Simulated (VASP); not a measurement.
# TePb (Fm-3m) in VASP: notebook

One crystal, TePb, is run at these levels: PBE; tasks: single point.

Program: VASP 6.6.1. These are calculated values, not measurements. Logs are shortened: lines on timing, memory, paths and dates and some standing lists are left out, and cuts for length are marked.

### Step 1. The structure

It takes space group Fm-3m (No. 225, cubic). The conventional cell has a = 6.462 Å, b = 6.462 Å, c = 6.462 Å, α = 90.00°, β = 90.00°, γ = 90.00°. Around Pb (site symmetry m-3m) lie 6 Te at 3.23 Å. Around Te (site symmetry m-3m) lie 6 Pb at 3.23 Å.

### Step 2. Single point, PBE

INCAR reads:

```
SYSTEM = TePb
ADDGRID = .False.
ALGO = Normal
EDIFF = 1E-7
ENCUT = 460
GGA = PE
ISIF = 2
ISMEAR = 0
LASPH = .True.
LCHARG = .False.
LREAL = .False.
LWAVE = .False.
NELM = 100
PREC = Accurate
SIGMA = 0.1
```

KPOINTS reads:

```
k-points
0
Gamma
  5 5 5
  0 0 0
```

POSCAR reads:

```
TePb
1.0
    0.0000000000      3.2310000000      3.2310000000
    3.2310000000      0.0000000000      3.2310000000
    3.2310000000      3.2310000000      0.0000000000
Pb Te
1 1
Direct
   -0.0068530000      0.0005720000     -0.0056850000
    0.5279490000      0.4690950000      0.5208160000
```

Potentials or basis: VASP PAW PBE potentials, release 64 (Pb_d, Te).

On the command line:

```
cat potpaw_PBE.64/Pb_d/POTCAR potpaw_PBE.64/Te/POTCAR > POTCAR
mpirun -np 1 vasp_std > vasp.out
```

OUTCAR:

```text
SYSTEM = TePb
   EDIFF = 1E-7
   ENCUT = 460
   GGA = PE
   ISIF = 2
   ISMEAR = 0
   LASPH = .True.
   LREAL = .False.
   NELM = 100
   PREC = Accurate

 Found     63 irreducible k-points:

 Following reciprocal coordinates:
            Coordinates               Weight
  0.000000  0.000000  0.000000      1.000000
  0.200000  0.000000  0.000000      2.000000
  0.000000  0.200000  0.000000      2.000000
  0.000000  0.000000  0.200000      2.000000
  0.200000  0.200000  0.200000      2.000000
  0.400000  0.000000  0.000000      2.000000
   k-points           NKPTS =     63   k-points in BZ     NKDIM =     63   number of bands    NBANDS=     14
   number of dos      NEDOS =    301   number of ions     NIONS =      2
   total plane-waves  NPLWV =  32768
   dimension x,y,z NGX =    32 NGY =   32 NGZ =   32
   dimension x,y,z NGXF=    64 NGYF=   64 NGZF=   64
   ions per type =               1   1
   NGX,Y,Z   is equivalent  to a cutoff of  11.64, 11.64, 11.64 a.u.
   NGXF,Y,Z  is equivalent  to a cutoff of  23.29, 23.29, 23.29 a.u.
 SYSTEM =  TePb
   PREC   = accura    normal or accurate (medium, high low for compatibility)
   ISTART =      0    job   : 0-new  1-cont  2-samecut
   ICHARG =      2    charge: 1-file 2-atom 10-const
   ISPIN  =      1    spin polarized calculation?
   LNONCOLLINEAR =      F non collinear calculations
   LSORBIT =      F    spin-orbit coupling
   LASPH  =      T    aspherical Exc in radial PAW
   ENCUT  =  460.0 eV  33.81 Ry    5.81 a.u.   7.99  7.99  7.99*2*pi/ulx,y,z
   NELM   =    100;   NELMIN=  2; NELMDL= -5     # of ELM steps
   EDIFF  = 0.1E-06   stopping-criterion for ELM
   LREAL  =      F    real-space projection
   EDIFFG = 0.1E-05   stopping-criterion for IOM
   NSW    =      0    number of steps for IOM
   IBRION =     -1    ionic relax: 0-MD 1-quasi-New 2-CG
   NFREE  =      0    steps in history (QN), initial steepest desc. (CG)
   ISIF   =      2    stress and relaxation
   ISYM   =      2    0-nonsym 1-usesym 2-fastsym
   POTIM  = 0.5000    time-step for ionic-motion
   TEBEG  =    0.0;   TEEND  =   0.0 temperature during run
   PSTRESS=    0.0 pullay stress
   NELECT =      20.0000    total number of electrons
   NUPDOWN=      -1.0000    fix difference up-down
   EMIN   =  10.00;   EMAX   =-10.00  energy-range for DOS
   EFERMI =   0.00;   METHOD = LEGACY
   ISMEAR =     0;   SIGMA  =   0.10  broadening in eV -4-tet -1-fermi 0-gaus
   EFERMI_NEDOS =   21; number of points for ismear=-14 and -15
   IALGO  =     38    algorithm
   IMIX   =      4    mixing-type and parameters
     AMIX     =   0.40;   BMIX     =  1.00
     AMIX_MAG =   1.60;   BMIX_MAG =  1.00
  volume/ion in A,a.u.               =      33.73       227.62
  Fermi-wavevector in a.u.,A,eV,Ry     =   1.091619  2.062861 16.213147  1.191633
  Thomas-Fermi vector in A             =   2.227868
   LORBIT       =      0    0 simple, 1 ext, 2 COOP (PROOUT), +10 PAW based schemes
   GGA     = PE    functional components
   LHFCALC =     F    Hartree Fock is set to
   AEXX    =    0.0000 exact exchange contribution
   IVDW    =     0    specifies the selected vdW correction
   LEPSILON=     F    determine dielectric tensor
   LRPA    =     F    only Hartree local field effects (RPA)
 non-spin polarized calculation
 Gauss-broadening in eV      SIGMA  =   0.10
  energy-cutoff  :      460.00
  volume of cell :       67.46
 maximum number of plane-waves:      1524
   NGX = 15   NGY = 15   NGZ = 15

 number of electron      20.0000001 magnetization

 Free energy of the ion-electron system (eV)
  ---------------------------------------------------
  ext. energy  EPLUGINS =         0.00000000
  ---------------------------------------------------
  free energy    TOTEN  =        -7.48942104 eV

  energy without entropy =       -7.48942104  energy(sigma->0) =       -7.48942104

 E-fermi :   5.9277     XC(G=0):  -9.2937

 val. band max:        5.4872106389   @ k =   0.2000   0.0000  -0.2000
 cond. band min:       6.7219445748   @ k =   0.0000   0.0000   0.4000
 fundamental gap:      1.2347339358
 Fermi energy:         5.9276616567

 k-point     1 :       0.0000    0.0000    0.0000
  band No.  band energies     occupation
      1     -11.0734      2.00000
      2     -11.0734      2.00000
      3     -11.0645      2.00000
      4     -11.0588      2.00000
      5     -11.0587      2.00000
      6      -6.4355      2.00000
      7       0.0627      2.00000
      8       4.2089      2.00000
      9       4.3026      2.00000
     10       4.3043      2.00000
     11       9.4997      0.00000
     12       9.5026      0.00000
     13       9.7749      0.00000
     14      11.4234      0.00000

 k-point     2 :       0.2000    0.0000    0.0000
  band No.  band energies     occupation
      1     -11.0787      2.00000
      2     -11.0778      2.00000
      3     -11.0616      2.00000
      4     -11.0552      2.00000
      5     -11.0533      2.00000
      6      -6.1003      2.00000
      7      -0.9311      2.00000
      8       4.3026      2.00000
      9       4.3941      2.00000
     10       4.7902      2.00000
     11       8.1503      0.00000
     12       8.4277      0.00000
     13       8.6220      0.00000
     14      11.3464      0.00000

 k-point     3 :       0.0000    0.2000    0.0000
  band No.  band energies     occupation
      1     -11.0788      2.00000
      2     -11.0778      2.00000
      3     -11.0615      2.00000
      4     -11.0553      2.00000
      5     -11.0533      2.00000
      6      -6.0993      2.00000
      7      -0.9348      2.00000
      8       4.3059      2.00000
      9       4.3937      2.00000
     10       4.7896      2.00000
     11       8.1487      0.00000
     12       8.4331      0.00000
     13       8.6267      0.00000
     14      11.3421      0.00000

 k-point     4 :       0.0000    0.0000    0.2000
  band No.  band energies     occupation
      1     -11.0789      2.00000
      2     -11.0778      2.00000
      3     -11.0612      2.00000
      4     -11.0554      2.00000
      5     -11.0532      2.00000
      6      -6.0980      2.00000
      7      -0.9396      2.00000
      8       4.3126      2.00000
      9       4.3905      2.00000
     10       4.7889      2.00000
     11       8.1475      0.00000
     12       8.4389      0.00000
     13       8.6331      0.00000
     14      11.3365      0.00000

 k-point     5 :       0.2000    0.2000    0.2000
  band No.  band energies     occupation
      1     -11.0788      2.00000
      2     -11.0778      2.00000
      3     -11.0614      2.00000
      4     -11.0553      2.00000
      5     -11.0533      2.00000
      6      -6.0988      2.00000
      7      -0.9365      2.00000
      8       4.3079      2.00000
      9       4.3929      2.00000
     10       4.7894      2.00000
     11       8.1481      0.00000
     12       8.4353      0.00000
     13       8.6289      0.00000
     14      11.3401      0.00000

 k-point     6 :       0.4000    0.0000    0.0000
  band No.  band energies     occupation
      1     -11.0882      2.00000
      2     -11.0861      2.00000
      3     -11.0596      2.00000
      4     -11.0461      2.00000
      5     -11.0432      2.00000
      6      -5.2718      2.00000
      7      -2.5491      2.00000
      8       4.5127      2.00000
      9       4.6441      2.00000
     10       5.3852      2.00000
     11       6.7403      0.00000
     12       7.1315      0.00000
     13       7.3057      0.00000
     14      12.9169      0.00000

 [... further k-points ...]

------------------------ aborting loop because EDIFF is reached ----------------------------------------

  FORCE on cell =-STRESS in cart. coord.  units (eV):
  Direction    XX          YY          ZZ          XY          YZ          ZX
  --------------------------------------------------------------------------------------
  -------------------------------------------------------------------------------------
  Total        0.8661901      1.5275494      0.8637967     -0.0064132      0.0043191     -0.0004321
  in kB       20.5723037     36.2798077     20.5154601     -0.1523148      0.1025811     -0.0102616
  external PRESSURE =      25.7891905 kB  Pullay stress =       0.0000000 kB

 VOLUME and BASIS-vectors are now :
 -----------------------------------------------------------------------------
  energy-cutoff  :      460.00
  volume of cell :       67.46
      direct lattice vectors                 reciprocal lattice vectors
     0.000000000  3.231000000  3.231000000    -0.154750851  0.154750851  0.154750851
     3.231000000  0.000000000  3.231000000     0.154750851 -0.154750851  0.154750851
     3.231000000  3.231000000  0.000000000     0.154750851  0.154750851 -0.154750851

 POSITION                                       TOTAL-FORCE (eV/Angst)
 -----------------------------------------------------------------------------------
      3.21448      6.42149      3.21071        -0.010836      0.200661      0.007272
      3.19840      3.38856      3.22145         0.010836     -0.200661     -0.007272
 -----------------------------------------------------------------------------------
    total drift:                                0.000032     -0.000030      0.000091

  FREE ENERGIE OF THE ION-ELECTRON SYSTEM (eV)
  ---------------------------------------------------
  free  energy   TOTEN  =        -7.4894210438 eV

  energy  without entropy=       -7.4894210438  energy(sigma->0) =       -7.48942104
```

Wall time 40 s (1 thread of Intel Xeon Platinum 8488C (Sapphire Rapids), shared host); peak memory 0.2 GiB.

These settings aren't checked as converged: the numbers below hold their error.

Results:

* Free energy: -7.4894 eV
* Pressure: 2.6 GPa
* Largest force: 0.201 eV/Å
* Band gap on the k mesh: 1.23 eV, indirect (least direct gap 1.31 eV)

Caveat: spin-orbit coupling is left out, which as a rule narrows the gap of such compounds by several tenths of an eV; an odd mesh through Γ misses points on the zone boundary, where band edges often lie.

### Step 3. Single point, PBE

Edit INCAR of step 2 so:

```diff
@@ -14,2 +14,2 @@
 PREC = Accurate
-SIGMA = 0.1
+SIGMA = 0.01
```

KPOINTS is that of step 2.

POSCAR reads:

```
TePb
1.0
    0.0000000000      3.2310000000      3.2310000000
    3.2310000000      0.0000000000      3.2310000000
    3.2310000000      3.2310000000      0.0000000000
Pb Te
1 1
Direct
    0.0000000000      0.0000000000      0.0000000000
    0.5000000000      0.5000000000      0.5000000000
```

Potentials or basis: VASP PAW PBE potentials, release 64 (Pb_d, Te).

On the command line:

```
cat potpaw_PBE.64/Pb_d/POTCAR potpaw_PBE.64/Te/POTCAR > POTCAR
mpirun -np 1 vasp_std > vasp.out
```

Wall time 9.9 s (1 thread of Intel Xeon Platinum 8488C (Sapphire Rapids), shared host); peak memory 0.17 GiB.

The run converged, but some of its settings lie outside the range that counts as converged, so its numbers aren't taken as properties of the crystal.

What came out:

```yaml
Free_energy: -7.5030 eV
Pressure: 2.1 GPa
```

Caveat: this odd mesh misses L, where the gap lies, so gap, dielectric constants and Born charges aren't listed.

### Step 4. Single point, PBE

INCAR is that of step 3.

KPOINTS is that of step 3.

POSCAR reads:

```
TePb
1.0
    0.0000000000      3.2310000000      3.2310000000
    3.2310000000      0.0000000000      3.2310000000
    3.2310000000      3.2310000000      0.0000000000
Pb Te
1 1
Direct
   -0.0068530000      0.0005720000     -0.0056850000
    0.5279490000      0.4690950000      0.5208160000
```

On the command line:

```
cat potpaw_PBE.64/Pb_d/POTCAR potpaw_PBE.64/Te/POTCAR > POTCAR
mpirun -np 1 vasp_std > vasp.out
```

Wall time 44 s (1 thread of Intel Xeon Platinum 8488C (Sapphire Rapids), shared host); peak memory 0.2 GiB.

The run converged, but some of its settings lie outside the range that counts as converged, so its numbers aren't taken as properties of the crystal.

Results:

| Quantity | Value |
| --- | --- |
| Free energy | -7.4894 eV |
| Pressure | 2.6 GPa |
| Largest force | 0.201 eV/Å |
| Band gap on the k mesh | 1.23 eV, indirect (least direct gap 1.31 eV) |

Caveat: spin-orbit coupling is left out, which as a rule narrows the gap of such compounds by several tenths of an eV; an odd mesh through Γ misses points on the zone boundary, where band edges often lie.
